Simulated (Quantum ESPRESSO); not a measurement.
Crystal: P.

```xyz
4
Lattice="1.6477 -5.4650 0.0000 1.6477 5.4650 0.0000 0.0000 0.0000 4.5436" Properties=species:S:1:pos:R:3 pbc="T T T"
P     1.6477   -4.4173    2.6754
P     1.6477    4.4173    1.8683
P     1.6477   -1.0477    0.4035
P     1.6477    1.0477    4.1401
```

Base run:

| Quantity | Value |
| --- | --- |
| Program | Quantum ESPRESSO 7.5 |
| Functional | PBEsol |
| Potentials or basis | SG15 PBE 1.2 |
| Cutoff | 599 eV |
| Density cutoff | 2395 eV |
| k mesh | 6 × 6 × 4 |
| Occupations | fermi-dirac, width 0.05 eV |
| Spin | no spin polarisation |

Its results: band gap on the k mesh none (metal or under the smearing width); pressure 0.2 GPa; largest force 0.449 eV/Å.

Task: The run is repeated on the same cell with these changes: functional from PBEsol to r2SCAN; k mesh from 6 × 6 × 4 to 8 × 8 × 6. What comes out?

Result: Band gap on the k mesh 0.21 eV, direct; pressure 1.1 GPa; largest force 0.226 eV/Å.

Several settings changed at once, so the effect can't be laid on one alone.

Caveats: the potentials were made for another functional, which shifts forces and pressure.
